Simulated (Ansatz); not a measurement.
CsPbI₃:
```yaml
crystal:
  lattice:
    - [6.33269, 0.00000, 0.00000]
    - [0.00000, 6.33269, 0.00000]
    - [0.00000, 0.00000, 6.33269]
  atoms:
    - { symbol: Cs, position: [0.50000, 0.50000, 0.50000] }
    - { symbol: Pb, position: [0.00000, 0.00000, 0.00000] }
    - { symbol: I, position: [0.00000, 0.00000, 0.50000] }
    - { symbol: I, position: [0.50000, 0.00000, 0.00000] }
    - { symbol: I, position: [0.00000, 0.50000, 0.00000] }
```

Relaxed with r²SCAN.

**Question.** Give the Bader charges and basin volumes of the independent atoms, DFT-r²SCAN in the program Ansatz with PAW potentials.

**Answer.** 

```
atom  Bader charge (e)  Bader volume (Å³)
----  ----------------  -----------------
Cs1              +0.89               48.4
Pb2              +1.00               25.9
I3               -0.63               57.7
```

Space group Pm-3m (cubic perovskite). This is a known high-temperature phase of the composition, computed here at zero pressure and temperature. Symmetry was held in the r²SCAN relaxation; its stability against distortions is not shown here. Spin–orbit coupling is left out wherever it is not named.

Potentials: the later of the program's two PAW sets.
